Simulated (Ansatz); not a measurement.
Crystal: MgS (Niningerite).

```xyz
2
Lattice="0.0000 2.6016 2.6016 2.6016 0.0000 2.6016 2.6016 2.6016 0.0000" Properties=species:S:1:pos:R:3 pbc="T T T"
S     2.6016    2.6016    2.6016
Mg    0.0000    0.0000    0.0000
```

Base run:

- Program: Ansatz 0.2.0
- Functional: PBE
- Potentials or basis: all-electron LAPW, scalar-relativistic
- Cutoff: 184 eV (chosen from the basis error)
- Basis error allowed: 0.001 eV/atom
- k mesh: 9 × 9 × 9
- Occupations: gaussian, width 0.02 eV
- Spin: no spin polarisation

Its results: band gap on the k mesh 2.92 eV, indirect (least direct gap 3.72 eV); pressure 1.2 GPa.

Task: The run is repeated on the same cell with these changes: functional from PBE to PBEsol. What comes out?

Result: Band gap on the k mesh 2.83 eV, indirect (least direct gap 3.59 eV); pressure -1.0 GPa.

PBEsol binds more tightly than PBE, so the same cell stands under less pressure.

Caveats: an odd mesh through Γ misses points on the zone boundary, where band edges often lie.
